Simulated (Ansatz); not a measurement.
P: sound and stiffness along [100], [110] and [111]

Method: DFT PBE+D3(BJ), scalar-relativistic, plane waves, PAW (Ansatz). Settings: 420 eV plane-wave cutoff, Γ-centred 20×20×20 mesh, Fermi-Dirac smearing of 0.15 eV. No spin polarisation.

The cell, relaxed at this level:
```cif
data_structure
_symmetry_space_group_name_H-M 'Pm-3m'
_symmetry_Int_Tables_number 221
_cell_length_a 2.4100
_cell_length_b 2.4100
_cell_length_c 2.4100
_cell_angle_alpha 90.000
_cell_angle_beta 90.000
_cell_angle_gamma 90.000
_cell_volume 14.00
loop_
_atom_site_label
_atom_site_type_symbol
_atom_site_symmetry_multiplicity
_atom_site_Wyckoff_symbol
_atom_site_fract_x
_atom_site_fract_y
_atom_site_fract_z
_atom_site_occupancy
P1 P 1 a 0.00000 0.00000 0.00000 1
```

In a metal, frequencies and elastic constants depend on the k mesh and the smearing, soft modes and shear constants most.

With ions relaxed, on the cubic axes: C11 = 270.4, C12 = 53.4, C44 = 64.6 GPa. The density is 3.674 g/cm³. Zone-centre modes weren't checked beside this run.

Question: Is the crystal stable against strain, and how anisotropic is it?

Answer: Born's conditions hold: C11 + 2C12 = 377.2, C11 − C12 = 217.0 and C44 = 64.6 GPa are all positive. B = (C11 + 2C12)/3 = 125.7 GPa. The two shear moduli are C44 and C′ = (C11 − C12)/2 = 108.5 GPa, so Zener's ratio is A = C44/C′ = 0.60: the shear C44 is the soft one, as in NaCl, KCl, the halide perovskites and the bcc metals V, Nb, Cr and Mo. The Cauchy pressure C12 − C44 is -11.2 GPa; it would vanish for pair forces between atoms on inversion centres at zero pressure, and a negative value is usual with directional bonding, though many-body forces give one in some ionic oxides too.

Question: Give the sound speeds along the three symmetry directions.

Answer: The Christoffel equation gives ρv² for each branch:
| direction | branch | ρv² | GPa | v (m/s) |
| --- | --- | --- | --- | --- |
| [100] | L | C11 | 270.4 | 8578 |
| [100] | T (×2) | C44 | 64.6 | 4194 |
| [110] | L | (C11 + C12 + 2C44)/2 | 226.5 | 7851 |
| [110] | T, u ∥ [001] | C44 | 64.6 | 4194 |
| [110] | T, u ∥ [1-10] | (C11 − C12)/2 | 108.5 | 5434 |
| [111] | L | (C11 + 2C12 + 4C44)/3 | 211.9 | 7594 |
| [111] | T (×2) | (C11 − C12 + C44)/3 | 93.9 | 5054 |

Question: How does Young's modulus depend on direction?

Answer: Inverting gives S11 = 3.957, S12 = -0.653, S44 = 15.473 TPa⁻¹. Along a unit vector (l, m, n), 1/E = S11 − 2(S11 − S12 − S44/2)(l²m² + m²n² + n²l²), where the last bracket is 0, 1/4 and 1/3 for [100], [110] and [111]: E = 253, 181 and 166 GPa. With A < 1 the cube edge is stiffest. For a film on (001), the biaxial modulus is C11 + C12 − 2C12²/C11 = 303 GPa and the normal strain is −2C12/C11 = -0.40 times the in-plane one.

This simple cubic form isn't the element's structure at ambient conditions.

Cost: 1 run of about 1.9 core-minutes, on Arm Neoverse V2 (shared hosts).

The crystal is stiffest along its nearest-neighbour contacts: both Young's modulus and the longitudinal sound speed fall from [100] through [110] to [111]. In a simple cubic lattice of phosphorus, the p orbitals form σ-bonded chains along the cube axes. Strains governed by C11 and C′ change the lengths of these bonds directly, whereas the C44 shear alters only the angles between them to first order. Nearest-neighbour central springs alone would give neither C44 nor C12, so the finite values of 64.6 and 53.4 GPa must come from longer-ranged or angular and other many-body forces. The small negative Cauchy pressure fits a directional contribution but doesn't single it out.

The positive elastic combinations establish stability only against small homogeneous strains. They don't exclude a Peierls-type distortion of the partly filled p bands, in which alternating short and long bonds double the cell and lead towards the layered A7 structure, because that displacement belongs to the zone boundary and can't appear in a one-atom cell.
